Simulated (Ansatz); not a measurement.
## 91Zr NMR of the central transition in ZrSe2

Cell: a Materials Project structure (computed, not necessarily an observed phase) whose atoms were relaxed with PBE, the cell held.

```
Zr Se
1.0
     3.81115    0.00000    0.00000
    -1.90558    3.30055    0.00000
     0.00000    0.00000    6.39991
Zr Se
1 2
Direct
  0.00000 0.00000 0.00000
  0.66667 0.33333 0.75396
  0.33333 0.66667 0.24604
```

Sites (sets of like atoms) are named by element and the number of their first atom in this list.

Level of theory: DFT, PBE, plane waves and PAW, scalar-relativistic, 420 eV cutoff, Γ-centred 10×10×5 k-points, Fermi–Dirac smearing 0.01 eV (Ansatz 0.2.0).

91Zr has I = 5/2 and Q = -176.0 mb (Pyykkö 2018); at 21.1 T its Larmor frequency is ν₀ = 83.9 MHz. Only the quadrupole interaction is simulated: positions count from each site's isotropic chemical shift, and J coupling is left out, as are shift anisotropy and dipolar coupling, which fast spinning averages.

(1) Give C_Q, η, the quadrupolar product P_Q = |C_Q|(1 + η²/3)^½, the second-order isotropic shift and the breadth of the pattern (fast magic-angle spinning) for each Zr site.

## Answers

(1) 

```tsv
site	first shell	C_Q (MHz)	η	P_Q (MHz)	δ_QIS (ppm)	breadth (kHz)
Zr	6 Se at 2.71 Å	10.1	0.00	10.1	-87.8	15.8
```

δ_QIS = −(ν_Q²/30ν₀²)[I(I+1) − 3/4](1 + η²/3) × 10⁶ ppm with ν_Q = 3|C_Q|/[2I(2I−1)]; it falls as 1/B₀² in ppm, and the breadth as 1/B₀ in kHz.

An axis of threefold or higher order runs through Zr, so V_zz lies along it and η is zero.

Without spin–orbit coupling (the program notes it for Zr) the gradients can shift somewhat, as the gap is small. With a gap of 0.4 eV on this mesh, the gradients can still move by some per cent as the k-mesh gets denser.
